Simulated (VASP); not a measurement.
Al2O3 (Corundum): relaxation of cell and atoms with revPBE

Crystal: Al2O3 (Corundum).

```
Al O
1.0
     2.38025    1.37424    4.33187
    -2.38025    1.37424    4.33187
     0.00000   -2.74848    4.33187
Al O
4 6
Direct
  0.85216 0.85216 0.85216
  0.64784 0.64784 0.64784
  0.14784 0.14784 0.14784
  0.35216 0.35216 0.35216
  0.05668 0.75000 0.44332
  0.75000 0.44332 0.05668
  0.44332 0.05668 0.75000
  0.94332 0.25000 0.55668
  0.25000 0.55668 0.94332
  0.55668 0.94332 0.25000
```

* Program: VASP 6.6.1
* Task: relaxation of cell and atoms
* Functional: revPBE
* Potentials or basis: VASP PAW PBE potentials, release 64 (Al, O)
* Cutoff: 600 eV
* k mesh: 7 × 7 × 7
* Occupations: fermi-dirac, width 0.05 eV
* Spin: no spin polarisation
* Further INCAR settings: ALGO = Normal; EDIFF = 1e-06; IBRION = 2; EDIFFG = -0.005; NSW = 60; ISIF = 3

```
Relaxed volume                         : 8.87 Å³/atom
Relaxed cell                           : a = 5.205 Å, b = 5.205 Å, c = 5.205 Å, α = 55.28°, β = 55.28°, γ = 55.28°
Space group after relaxing (to 0.05 Å) : R-3c (No. 167)
Energy gained by relaxing              : 11.6 meV/atom
Ionic steps                            : 8
Pressure after relaxing                : 0.0 GPa
Band gap on the k mesh                 : 5.77 eV, direct
```

The path:
| step | energy change (eV) | largest force (eV/Å) | pressure (GPa) | volume (Å³) |
| --- | --- | --- | --- | --- |
| 1 | 0.0000 | 0.0333 | 10.40 | 85.02 |
| 2 | -0.0377 | 0.0706 | -7.44 | 91.99 |
| 3 | -0.1161 | 0.0395 | -0.02 | 88.74 |
| 4 | -0.1161 | 0.0389 | 0.16 | 88.67 |
| 5 | -0.1164 | 0.0005 | 0.16 | 88.68 |
| 6 | -0.1164 | 0.0014 | 0.16 | 88.68 |
| 7 | -0.1164 | 0.0014 | -0.09 | 88.79 |
| 8 | -0.1164 | 0.0009 | -0.01 | 88.75 |

Final structure:
```
Al O
1.0
     2.41438    1.39394    4.39508
    -2.41438    1.39394    4.39508
     0.00000   -2.78788    4.39508
Al O
4 6
Direct
  0.85213 0.85213 0.85213
  0.64787 0.64787 0.64787
  0.14787 0.14787 0.14787
  0.35213 0.35213 0.35213
  0.05630 0.75000 0.44370
  0.75000 0.44370 0.05630
  0.44370 0.05630 0.75000
  0.94370 0.25000 0.55630
  0.25000 0.55630 0.94370
  0.55630 0.94370 0.25000
```

Levels at points of the mesh, in eV from the valence-band top:
```csv
k point,band 22,band 23,band 24,band 25,band 26,band 27
"(0.00, 0.00, 0.00)",-0.03,-0.03,0.00,5.77,8.89,10.32
```

Wall time 9.7 min on 1 thread of Intel(R) Xeon(R) 6975P-C (Granite Rapids), with other jobs on the host, peak memory 0.3 GiB.

Caveat: the PAW data sets were made with another functional, which shifts forces and pressure a little; an odd mesh through Γ misses points on the zone boundary, where band edges often lie. revPBE gives volumes clearly too large for solids.
